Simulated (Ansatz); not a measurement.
# Nb: pressure up to the limit of the methods

One table from this session's results is given with a row withheld; the runs are named, their logs left out.

Computed with Ansatz 0.2.0 (DFT PBE, with the methods named in each step, unless a step's input says otherwise).

## The system as given

It takes space group P6_3/mmc (No. 194, hexagonal). The conventional cell has a = 2.956 Å, b = 2.956 Å, c = 4.789 Å, α = 90.00°, β = 90.00°, γ = 120.00°. Around Nb (site symmetry -6m2) lie 12 Nb at 2.94 to 2.96 Å.

Coordinates:

```
Nb
1.0
     2.95639    0.00000    0.00000
    -1.47820    2.56031    0.00000
     0.00000    0.00000    4.78936
Nb
2
Direct
  0.33333 0.66667 0.25000
  0.66667 0.33333 0.75000
```

Whether this phase is the stable one at these pressures isn't tested.

Atoms are numbered in the order of the input: Nb1, Nb2.

Set-up of the first run:

Contents of input.yaml:

```yaml
crystal:
  lattice:
    - [2.9563926124, 0.0, 0.0]
    - [-1.4781963062, 2.5603111058, 0.0]
    - [0.0, 0.0, 4.789356032]
  atoms:
    - { symbol: Nb, position: [0.3333333333, 0.6666666667, 0.25] }
    - { symbol: Nb, position: [0.6666666667, 0.3333333333, 0.75] }
kpoints:
  mp_grid: { grid: [16, 16, 9] }
scf:
  occupations: { method: fermi_dirac, width: 0.05 }
hamiltonian:
  xc: pbe
  pseudopotentials: { kind: paw }
output:
  forces: true
  stress: true
  write_density: true
  write_potential: true
  elf: true
  volumetric_format: npy
relax:
  f_tol: 0.005
  max_steps: 40
  cell: {}
```

On the command line:

```sh
$ ansatz run input.yaml --threads 1 --pin off --max-ram 2048MiB --backend cpu --events-out ev --progress --plain --runs-dir out
```

Among the steps run: Cell relaxed at zero pressure, PAW; Volume scaled by 1, PAW; Shape and atoms relaxed at 0.92 of the volume, PAW; Volume scaled by 0.92, PAW; Shape and atoms relaxed at 0.84 of the volume, PAW; Volume scaled by 0.84, PAW; Shape and atoms relaxed at 0.76 of the volume, PAW; Volume scaled by 0.76, PAW; Shape and atoms relaxed at 0.68 of the volume, PAW; Volume scaled by 0.68, PAW; Shape and atoms relaxed at 0.6 of the volume, PAW; Volume scaled by 0.6, PAW; Shape and atoms relaxed at 0.52 of the volume, PAW; Volume scaled by 0.52, PAW; Volume scaled by 0.52, PAW (cutoff 300 eV); Shape and atoms relaxed at 0.45 of the volume, PAW; Volume scaled by 0.45, PAW; Volume scaled by 0.45, PAW (core large).

One of the session's tables, all rows but one given; the rest of the session is left out.

 The rows PAW, 0.45 and PAW (core large), 0.45 agree to the last digit and may rest on the same set-up.

| method | volume over the first | volume (Å³/atom) | pressure (GPa) |
| --- | --- | --- | --- |
| PAW | 1 | 18.666 | 0.01 |
| PAW | 0.92 | 17.173 | 15.75 |
| PAW | 0.84 | 15.680 | 38.73 |
| PAW | 0.76 | 14.186 | 72.79 |
| PAW | 0.68 | 12.693 | 124.08 |
| PAW | 0.6 | 11.200 | 205.09 |
| PAW | 0.52 | ? | ? |
| PAW | 0.45 | 8.400 | 534.47 |
| PAW (core large) | 0.45 | 8.400 | 534.47 |
| PAW (cutoff 300 eV) | 0.52 | 9.706 | 338.70 |

Q: Estimate the row for PAW, 0.52 from the others.

The run gave: volume (Å³/atom): 9.706; pressure (GPa): 337.66.

To keep in mind: Warnings in the runs' records: cutoff below recommended, datasets by core.
